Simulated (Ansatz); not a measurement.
# Ga2STe bilayer (AB) in a perpendicular field

What dipole does a perpendicular field induce in the Ga2STe bilayer (AB), and does the gap follow? A positive field points along +c.

Program: Ansatz 0.2.0. Level of theory: plane-wave DFT, PBE-D3(BJ), Ansatz PAW, in the first sound run; inputs show where later runs differ. Results are calculated unless marked as measured.

Report form: the programs' logs are mostly left out.

## 1. The structure

The cell holds 8 atoms: 2 Te, 4 Ga and 2 S. Its edges and angles: a = 3.845 Å, b = 3.845 Å, c = 55.151 Å, α = 90.0°, β = 90.0°, γ = 120.0°. Regions: layer 1: Ga2STe, 4 atoms (1 Te, 2 Ga and 1 S); layer 2: Ga2STe, 4 atoms (1 Te, 2 Ga and 1 S). Vacuum lies along c.

As a file:

```cif
data_structure
_symmetry_space_group_name_H-M 'P 1'
_symmetry_Int_Tables_number 1
_cell_length_a 3.8454
_cell_length_b 3.8454
_cell_length_c 55.1514
_cell_angle_alpha 90.000
_cell_angle_beta 90.000
_cell_angle_gamma 120.000
_cell_volume 706.27
loop_
_atom_site_label
_atom_site_type_symbol
_atom_site_fract_x
_atom_site_fract_y
_atom_site_fract_z
_atom_site_occupancy
Te1 Te 0.33333 0.66667 0.39074 1
Ga2 Ga 0.00000 0.00000 0.41631 1
Ga3 Ga 0.00000 0.00000 0.46055 1
S4 S 0.33333 0.66667 0.47144 1
Te5 Te 0.66667 0.33333 0.52856 1
Ga6 Ga 0.33333 0.66667 0.55412 1
Ga7 Ga 0.33333 0.66667 0.59836 1
S8 S 0.66667 0.33333 0.60926 1
```

## 2. Relaxation

The starting cell is a guess, so the in-plane lattice and the atoms are relaxed first, with the slab cut off from its images along the normal.

Contents of input.yaml:

```yaml
crystal:
  lattice:
    - [3.8454, 0.0, 0.0]
    - [-1.9227, 3.3302140877, 0.0]
    - [0.0, 0.0, 55.1514436238]
  atoms:
    - { symbol: Te, position: [0.3333333333, 0.6666666667, 0.390742265] }
    - { symbol: Ga, position: [0.0, 0.0, 0.4163067294] }
    - { symbol: Ga, position: [0.0, 0.0, 0.4605485451] }
    - { symbol: S, position: [0.3333333333, 0.6666666667, 0.4714422706] }
    - { symbol: Te, position: [0.6666666667, 0.3333333333, 0.5285577294] }
    - { symbol: Ga, position: [0.3333333333, 0.6666666667, 0.5541221937] }
    - { symbol: Ga, position: [0.3333333333, 0.6666666667, 0.5983640094] }
    - { symbol: S, position: [0.6666666667, 0.3333333333, 0.609257735] }
  periodic: [true, true, false]
kpoints:
  mp_grid: { grid: [12, 12, 1] }
hamiltonian:
  xc: pbe
  dispersion: d3bj
scf:
  occupations: { method: fermi_dirac, width: 0.05 }
  convergence: { dr2_threshold: 1.0e-09 }
relax:
  f_tol: 0.004
  max_steps: 90
  cell: {}
output:
  write_potential: true
  write_density: true
  volumetric_format: npy
```

Started as:

```
ansatz run input.yaml --threads 4 --pin off --max-ram 12288MiB --backend cpu --events-out ev --progress --plain --runs-dir out
```

It took 2.2 min on 4 threads of Intel Xeon Platinum 8488C (Sapphire Rapids), shared host; peak memory 1.7 GiB; 8.6 min of CPU time.

Step by step:

| step | energy less that of the first step (eV) | largest force component (eV/Å) | volume (Å³) |
| --- | --- | --- | --- |
| 1 | 0.0000 | 1.6520 | 706.27 |
| 2 | -0.5928 | 0.6988 | 713.75 |
| 3 | -0.6567 | 0.4116 | 704.54 |
| 4 | -0.6889 | 0.0906 | 711.22 |
| 5 | -0.6918 | 0.0213 | 709.23 |
| 6 | -0.6921 | 0.0095 | 708.06 |
| 7 | -0.6921 | 0.0014 | 707.86 |
| 8* | -0.6922 | 0.0014 | 707.86 |

Relaxation steps marked * repeat the geometry before them on a plane-wave basis chosen anew for their cell, so energy and pressure can jump there.

The run keeps the 6 symmetry operations that it works with, so distortions that break them were not tested.

| cell as run | before | after | change |
| --- | --- | --- | --- |
| a (Å) | 3.845 | 3.850 | +0.1 % |
| b (Å) | 3.845 | 3.850 | +0.1 % |

The atoms that moved most (Å, along periodic axes as changes of fractional coordinates times the final cell, across vacuum about the mean position):

| atom | dx | dy | dz | length |
| --- | --- | --- | --- | --- |
| S8 | 0.000 | 0.000 | 0.444 | 0.444 |
| Ga2 | 0.000 | 0.000 | -0.273 | 0.273 |
| Ga3 | 0.000 | 0.000 | -0.271 | 0.271 |
| Te1 | 0.000 | 0.000 | -0.248 | 0.248 |
| Te5 | 0.000 | 0.000 | 0.101 | 0.101 |
| S4 | 0.000 | 0.000 | 0.095 | 0.095 |
| Ga7 | 0.000 | 0.000 | 0.078 | 0.078 |
| Ga6 | 0.000 | 0.000 | 0.074 | 0.074 |

This step gave:

- energy at zero smearing: -30901.6562 eV

The lattice constant a goes from 3.845 to 3.850 Å.

## 3. Atoms held, field 0, start network

A sawtooth potential applies the field, turning back in the middle of the vacuum. With the dipole correction the typed value is the field outside the slab. The induced dipole is small, so the SCF threshold is tight.

The cell differs from the one that the last finished run ended in (c 55.151 → 30.743 Å).

Contents of input.yaml:

```yaml
crystal:
  lattice:
    - [3.8497248207, 0.0, 0.0]
    - [-1.9248624104, 3.3339594923, 0.0]
    - [0.0, 0.0, 30.7433601084]
  atoms:
    - { symbol: Te, position: [0.3333333333, 0.6666666667, 0.2927461399] }
    - { symbol: Ga, position: [0.0, 0.0, 0.3377873568] }
    - { symbol: Ga, position: [0.0, 0.0, 0.4172485337] }
    - { symbol: S, position: [0.3333333333, 0.6666666667, 0.4486812375] }
    - { symbol: Te, position: [0.6666666667, 0.3333333333, 0.5513425302] }
    - { symbol: Ga, position: [0.3333333333, 0.6666666667, 0.5963176634] }
    - { symbol: Ga, position: [0.3333333333, 0.6666666667, 0.6758315006] }
    - { symbol: S, position: [0.6666666667, 0.3333333333, 0.7072538601] }
kpoints:
  mp_grid: { grid: [12, 12, 1] }
  band_path:
    path: [[0, 0, 0], [0.5, 0, 0], [0.33333333, 0.33333333, 0], [0, 0, 0]]
    npoints: 16
hamiltonian:
  xc: pbe
  dispersion: d3bj
scf:
  occupations: { method: fermi_dirac, width: 0.02585 }
  convergence: { dr2_threshold: 1.0e-10 }
efield:
  axis: 3
  dipole_correction: true
  ramp_position: 0.97
  ramp_width: 0.06
  amplitude: 0
output:
  dos: { projected: true, e_range: [-6, 5] }
  bader: true
  write_potential: true
  write_density: true
  volumetric_format: npy
  elf: true
```

Elapsed: 34 s, on 4 threads; peak memory 1.3 GiB; 2.2 min of CPU time.

Numbers from this step:

- dipole along the normal: -0.07795 e·Å
- gap along the path: 0.3995 eV
- smallest direct gap along the path: 0.3995 eV
- step between the vacuum levels: 1.099 eV
- ionisation energy, upper face: 5.388 eV
- electron affinity, upper face: 4.988 eV
- ionisation energy, lower face: 4.289 eV
- gap, the smaller of path and mesh: 0.3995 eV

Running mean over a fixed 2.7 Å (it still follows the layers) of the planar mean; the ramp of the sawtooth is left out. Electron's electrostatic potential energy less the Fermi level against z:

| z (Å) | electron's electrostatic potential energy less the Fermi level (eV) |
| --- | --- |
| 4 | 4.08 |
| 5 | 4.08 |
| 6 | 4.00 |
| 7 | 2.93 |
| 8 | 0.895 |
| 9 | -2.52 |
| 10 | -3.25 |
| 11 | -2.39 |
| 12 | -2.52 |
| 13 | -4.57 |
| 14 | -3.21 |
| 15 | -0.0806 |
| 16 | 0.927 |
| 17 | -2.20 |
| 18 | -2.72 |
| 19 | -1.83 |
| 20 | -2.10 |
| 21 | -4.09 |
| 22 | -2.42 |
| 23 | 1.98 |
| 24 | 4.89 |
| 25 | 5.16 |
| 26 | 5.18 |
| 27 | 5.18 |

The density of states has structure finer than the step of the table below, so its rows give means over 0.25 eV, whole bins alone (the curve runs from -6 to 2.19 eV). Peaks (eV: height): -3.850: 8.80, -3.410: 10.4, -3.080: 8.64, -2.580: 14.8, -2.200: 8.54, -2.090: 10.1, 1.830: 9.27.

The density of states by energy, zero at the Fermi level of the run, which the smearing sets inside the gap; means over each step:

energy (eV), density of states (states/eV a cell) and a bar:
```
    -5.75        1.3 #####
    -5.50        1.1 #####
    -5.25        1.6 #######
    -5.00        1.7 #######
    -4.75        3.1 #############
    -4.50        4.7 ###################
    -4.25        4.2 #################
    -4.00        6.0 #########################
    -3.75        5.7 ########################
    -3.50        6.3 ##########################
    -3.25        7.1 #############################
    -3.00        5.0 #####################
    -2.75        5.2 ######################
    -2.50        7.3 ##############################
    -2.25        5.6 #######################
    -2.00        6.0 #########################
    -1.75        4.5 ###################
    -1.50        3.4 ##############
    -1.25        2.7 ###########
    -1.00        2.1 #########
    -0.75        2.1 #########
    -0.50        0.4 ##
    -0.25        0.2 #
     0.00        0.0 
     0.25        0.0 
     0.50        0.7 ###
     0.75        1.3 #####
     1.00        2.2 #########
     1.25        4.6 ###################
     1.50        5.3 ######################
     1.75        5.7 ########################
     2.00        4.4 ##################
```

Projected DOS per atom over height of the atomic layer and energy from the Fermi level. Layers: Te Ga Ga S Te Ga Ga S from below.

Values in states/eV, 22 rows by 8 columns, each cell a mean:
```
0.45 0.65 0.42 0.25 0.57 0.70 0.80 0.48
0.68 0.85 0.73 0.47 0.41 0.54 0.93 0.58
0.56 0.70 1.03 0.63 0.17 0.20 0.47 0.30
0.19 0.23 0.57 0.36 0.03 0.04 0.07 0.05
0.08 0.08 0.28 0.17 0.01 0.01 0.01 0.01
0.00 0.00 0.01 0.00 0.00 0.00 0.00 0.00
0.00 0.00 0.00 0.00 0.14 0.03 0.00 0.00
0.11 0.03 0.02 0.06 0.51 0.15 0.05 0.21
0.33 0.09 0.03 0.09 0.74 0.30 0.13 0.41
0.60 0.23 0.09 0.30 0.83 0.39 0.16 0.35
0.84 0.37 0.18 0.46 1.29 0.59 0.21 0.32
1.09 0.48 0.22 0.45 1.82 0.81 0.31 0.81
1.93 0.68 0.34 0.43 1.21 0.43 0.17 1.33
1.08 0.48 0.18 0.70 0.53 0.23 0.23 1.29
1.22 0.48 0.23 1.53 0.58 0.33 0.55 1.99
0.66 0.32 0.32 1.44 0.60 0.38 0.51 1.44
0.54 0.35 0.54 1.71 0.79 0.55 0.55 1.06
0.67 0.47 0.47 1.23 0.31 0.16 0.34 0.62
0.44 0.32 0.52 1.12 0.25 0.11 0.25 0.43
0.16 0.10 0.30 0.57 0.17 0.11 0.11 0.17
0.14 0.10 0.14 0.24 0.20 0.16 0.11 0.15
0.18 0.14 0.11 0.16 0.27 0.24 0.12 0.15
```
Columns: height of the atomic layer (Å) from 9 to 21.7 (not evenly spaced); rows upwards: energy from the Fermi level (eV) from -5.96 to 2.14.

Electronic bands along the path, in eV, zero at the Fermi level of the run, which the smearing sets inside the gap:

| point | band 45 | band 46 | band 47 | band 48 | band 49 | band 50 | band 51 | band 52 |
| --- | --- | --- | --- | --- | --- | --- | --- | --- |
| Γ | -0.67 | -0.67 | -0.21 | -0.21 | 0.19 | 0.92 | 2.29 | 2.89 |
| halfway | -1.62 | -1.55 | -1.16 | -0.99 | 1.09 | 1.58 | 1.67 | 2.16 |
| M | -2.35 | -2.28 | -2.09 | -1.81 | 0.43 | 0.93 | 1.21 | 1.68 |
| halfway | -2.82 | -2.60 | -2.17 | -2.08 | 1.05 | 1.55 | 1.82 | 2.34 |
| K | -2.90 | -2.64 | -2.30 | -2.10 | 1.12 | 1.42 | 1.84 | 2.21 |
| halfway | -2.52 | -2.08 | -1.56 | -1.06 | 1.70 | 2.04 | 2.23 | 2.62 |
| Γ | -0.67 | -0.67 | -0.21 | -0.21 | 0.19 | 0.92 | 2.29 | 2.89 |

Electrostatic potential energy in the ca plane at fractional y = 0.667, with atoms of Te and S and Ga within 0.2 Å of it. With pseudopotentials it is smooth inside the atoms' cores, unlike the true potential.

Values in eV, 6 rows by 16 columns, each cell a mean:
```
  6   6   6   6   6   6   5   3   0   1   2  -2   3   5   2  -5
  6   6   6   6   6   6   4   2   0   1   2  -1   3   5   3  -3
  6   6   6   6   6   6  -2 -12  -4   4   4  -2  -9   4   5   1
  6   6   6   6   6   5  -7   6  -8   4   5 -10 -20   0   5   1
  6   6   6   6   6   5  -7   1  -8   4   5  -8 -19   1   5   1
  6   6   6   6   6   6   1  -9  -1   3   3   0  -3   5   4   1
```
Columns run along c (16.0 Å, from fractional 0.06 to 0.58 of the cell; values clipped at the 3rd and 97th percentile), rows up along a (3.8 Å). Atoms in or near the plane, at fractional coordinates: Te at (0.29, 0.33), S at (0.45, 0.33).

ELF in the ca plane at fractional y = 0.667, with atoms of Te and S and Ga within 0.2 Å of it. It is the smooth field of the valence electrons, not physical close to the nuclei.

Ten even steps from '0' (0.00) to '9' (0.93), each cell a mean:
```
00000001233443333443222321001576666532100124
00000000011222223543222110002676556531000024
00000012344443333433223332101466666532111124
00001357766666432112347776410245665433344323
00013688754456531001478889840013443222465322
00125788620135530002688459971001222101365200
00135788510024530002686028982000122010365201
00125788631135531002588569971001222101365310
00013678754456531001478889830023443223465322
00001246766665432222246776300256666433333223
```
Columns run along c (16.0 Å, from fractional 0.17 to 0.69 of the cell), rows up along a (3.8 Å). Atoms in or near the plane, at fractional coordinates: Te at (0.29, 0.33), S at (0.45, 0.33), Ga at (0.60, 0.33), Ga at (0.68, 0.33).

Valence density in the ca plane at fractional y = 0.667, with atoms of Te and S and Ga within 0.2 Å of it. It is the smooth field of the valence electrons, not physical close to the nuclei.

Ten steps, logarithmic in the rise over the least value, from '0' (0 e/Å³) to '9' (15 e/Å³), each cell a mean:
```
00000000000000000001111111111111111000011222
00000000000000000000111111111111110000011222
00000000000000000001111111100111111000011222
00000000000000000112222211000012222110001122
00000000000000000134553211000012344321000112
00000000000000001247985311000023444431000012
00000000000000001258996310000023423431000012
00000000000000001247885311000013444431000012
00000000000000000124443211000012343310000112
00000000000000000012222211000111222100001122
```
Columns run along c (16.0 Å, from fractional 0.06 to 0.58 of the cell), rows up along a (3.8 Å). Atoms in or near the plane, at fractional coordinates: Te at (0.29, 0.33), S at (0.45, 0.33).

The gap is 0.40 eV, with the valence edge 5.39 eV and the conduction edge 4.99 eV under the upper vacuum level. Spin-orbit coupling, left out in this run, matters for the bands of elements this heavy.

## 4. Single point, field 0.1 V/Å

input.yaml, as its differences from that of step 3:

```diff
@@ -28,8 +28,6 @@
   dipole_correction: true
-  ramp_position: 0.97
-  ramp_width: 0.06
-  amplitude: 0
+  ramp_position: 0.9593
+  ramp_width: 0.0706
+  amplitude: 0.1
 output:
-  dos: { projected: true, e_range: [-6, 5] }
-  bader: true
   write_potential: true
@@ -37,2 +35 @@
   volumetric_format: npy
-  elf: true
```

The job ended after 19 s (4 threads; peak memory 1.2 GiB; 74 s of CPU time).

The dipole is 0.0202 e·Å, 0.0982 e·Å from its value without field, and the gap 0.327 eV.

## 5. Single point, field -0.1 V/Å

input.yaml, as its differences from that of step 4:

```diff
@@ -30,3 +30,3 @@
   ramp_width: 0.0706
-  amplitude: 0.1
+  amplitude: -0.1
 output:
```

Wall time 19 s (4 threads); peak memory 1.2 GiB; 74 s of CPU time.

The dipole is -0.176 e·Å, -0.0980 e·Å from its value without field, and the gap 0.473 eV.

## 6. Single point, field 0.2 V/Å

input.yaml, as its differences from that of step 5:

```diff
@@ -30,3 +30,3 @@
   ramp_width: 0.0706
-  amplitude: -0.1
+  amplitude: 0.2
 output:
```

The job ended after 19 s (4 threads; peak memory 1.2 GiB).

The dipole is 0.119 e·Å, 0.197 e·Å from its value without field, and the gap 0.256 eV.

## 7. Atoms held, field -0.2 V/Å

input.yaml, as its differences from that of step 6:

```diff
@@ -30,3 +30,3 @@
   ramp_width: 0.0706
-  amplitude: 0.2
+  amplitude: -0.2
 output:
```

It took 19 s on 4 threads; peak memory 1.2 GiB.

The dipole is -0.274 e·Å, -0.196 e·Å from its value without field, and the gap 0.546 eV.

## 8. Single point, field 0.35 V/Å

input.yaml, as its differences from that of step 7:

```diff
@@ -28,6 +28,8 @@
   dipole_correction: true
-  ramp_position: 0.9593
-  ramp_width: 0.0706
-  amplitude: -0.2
+  ramp_position: 0.9403
+  ramp_width: 0.1087
+  amplitude: 0.35
 output:
+  dos: { projected: true, e_range: [-6, 5] }
+  bader: true
   write_potential: true
@@ -35 +37,2 @@
   volumetric_format: npy
+  elf: true
```

Run time: 36 s. Hardware: 4 threads; peak memory 1.3 GiB; 2.4 min of CPU time.

The dipole is 0.267 e·Å, 0.345 e·Å from its value without field, and the gap 0.161 eV.

## 9. Response, atoms held

This step: plane-wave DFT, PBE-D3(BJ), Ansatz PAW; response to a field along the normal, atoms held (Ansatz 0.2.0).

The dipoles give the slope, and the difference of two potentials shows where the field is screened.

This step gave:

- equivalent conductor thickness p/(ε₀AE): 13.83 Å
- distance between the outer atoms: 12.74 Å

Dipole of the cell against applied field:

| applied field (V/Å) | dipole of the cell (e·Å) |
| --- | --- |
| -0.200 | -0.274 |
| -0.100 | -0.176 |
| 0.000 | -0.0780 |
| 0.100 | 0.0202 |
| 0.200 | 0.119 |
| 0.350 | 0.267 |

Local field over the applied field, running mean. From the potentials at -0.1 and 0.1 V/Å; running mean over 2.5 Å. Local field over applied field against z:

| z (Å) | local field over applied field |
| --- | --- |
| 5 | 0.991 |
| 6 | 0.939 |
| 7 | 0.725 |
| 8 | 0.376 |
| 9 | 0.0898 |
| 10 | 0.0440 |
| 11 | 0.0763 |
| 12 | 0.0895 |
| 13 | 0.0843 |
| 14 | 0.172 |
| 15 | 0.271 |
| 16 | 0.218 |
| 17 | 0.0656 |
| 18 | 0.0415 |
| 19 | 0.0797 |
| 20 | 0.0878 |
| 21 | 0.0950 |
| 22 | 0.259 |
| 23 | 0.599 |
| 24 | 0.885 |
| 25 | 0.983 |
| 26 | 0.998 |

Electrons, planar mean, per unit field. The induced electron density by z:

z (Å), induced electron density (e/Å³ per V/Å) and a bar from the least value:
```
      4.5    0.00001 ###############
      5.0    0.00004 ###############
      5.5    0.00011 ################
      6.0    0.00030 #################
      6.5    0.00075 ###################
      7.0    0.00170 #######################
      7.5    0.00306 ##############################
      8.0    0.00314 ##############################
      8.5    0.00117 #####################
      9.0    0.00076 ###################
      9.5    0.00030 #################
     10.0   -0.00066 ############
     10.5   -0.00118 #########
     11.0    0.00041 #################
     11.5    0.00025 ################
     12.0   -0.00050 #############
     12.5    0.00051 ##################
     13.0    0.00042 #################
     13.5   -0.00051 #############
     14.0   -0.00102 ##########
     14.5   -0.00188 ######
     15.0   -0.00090 ###########
     15.5    0.00118 #####################
     16.0    0.00193 ########################
     16.5    0.00097 ####################
     17.0    0.00067 ##################
     17.5    0.00014 ################
     18.0   -0.00068 ############
     18.5   -0.00104 ##########
     19.0    0.00040 #################
     19.5    0.00008 ###############
     20.0   -0.00048 #############
     20.5    0.00078 ###################
     21.0    0.00034 #################
     21.5   -0.00092 ###########
     22.0   -0.00141 ########
     22.5   -0.00318 
     23.0   -0.00290 #
     23.5   -0.00147 ########
     24.0   -0.00060 ############
     24.5   -0.00022 ##############
     25.0   -0.00008 ###############
     25.5   -0.00002 ###############
     26.0   -0.00001 ###############
     26.5    0.00000 ###############
```

The smaller of the gaps on the path and on the k-mesh, counted as 0 under 0.03 eV. The gap by applied field:

| applied field (V/Å) | gap (eV) |
| --- | --- |
| -0.200 | 0.546 |
| -0.100 | 0.473 |
| 0.000 | 0.400 |
| 0.100 | 0.327 |
| 0.200 | 0.256 |
| 0.350 | 0.161 |

By hand: between -0.1 and 0.1 V/Å the dipole changes by 0.1962 e·Å, a slope of 0.9809 e·Å²/V. A perfect conductor of thickness t has p = ε₀AEt, so t = 180.95 × 0.9809 / 12.835 = 13.83 Å (e/ε₀ = 180.95 V·Å, A in Å²).

The induced dipole is that of a conductor 13.83 Å thick.

## 10. Same geometry, cutoff 420 eV, functional LDA

This step: plane-wave DFT, LDA, Ansatz PAW (Ansatz 0.2.0).

The geometry is kept and the functional is LDA; other changes against the main runs: SCF threshold 1.0e-10 → 1.0e-09 eV, k-mesh 12×12×1 → 6×6×1 and no dispersion term, which doesn't act on the electrons.

input.yaml, as its differences from that of step 8:

```diff
@@ -15,12 +15,8 @@
 kpoints:
-  mp_grid: { grid: [12, 12, 1] }
-  band_path:
-    path: [[0, 0, 0], [0.5, 0, 0], [0.33333333, 0.33333333, 0], [0, 0, 0]]
-    npoints: 16
+  mp_grid: { grid: [6, 6, 1] }
 hamiltonian:
-  xc: pbe
-  dispersion: d3bj
+  xc: lda
 scf:
   occupations: { method: fermi_dirac, width: 0.02585 }
-  convergence: { dr2_threshold: 1.0e-10 }
+  convergence: { dr2_threshold: 1.0e-09 }
 efield:
@@ -28,8 +24,6 @@
   dipole_correction: true
-  ramp_position: 0.9403
-  ramp_width: 0.1087
-  amplitude: 0.35
+  ramp_position: 0.9593
+  ramp_width: 0.0706
+  amplitude: 0.1
 output:
-  dos: { projected: true, e_range: [-6, 5] }
-  bader: true
   write_potential: true
@@ -37,2 +31 @@
   volumetric_format: npy
-  elf: true
```

Elapsed: 4.3 s, on 4 threads; peak memory 0.89 GiB; 16 s of CPU time.

This step gave:

```
energy at zero smearing : -30224.3490 eV
dipole along the normal : 0.02531 e·Å
```

The dipole is 0.0253 e·Å.

(Continued in part 2 of 2.)

[Logs are printed without paths, hosts, clocks, repeated set-up lines and the standing remarks that a program may print on its own settings, such as how far it seeks lower states.]

[Hosts, paths, dates, database ids (printed as entryN), source tags and the programs' standing remarks are cut or masked in the printed files.]

[Maps of the electrostatic potential energy from Ansatz leave out the sawtooth potential of an applied field or a dipole correction, so their vacuum need not be flat; planar profiles and work functions include it.]

[The density of states shown here was stored with 400 of the rows of the run's finer table, so its peaks can read low, often by over a quarter, or be missed, and its means over a window can be off by a tenth or more.]
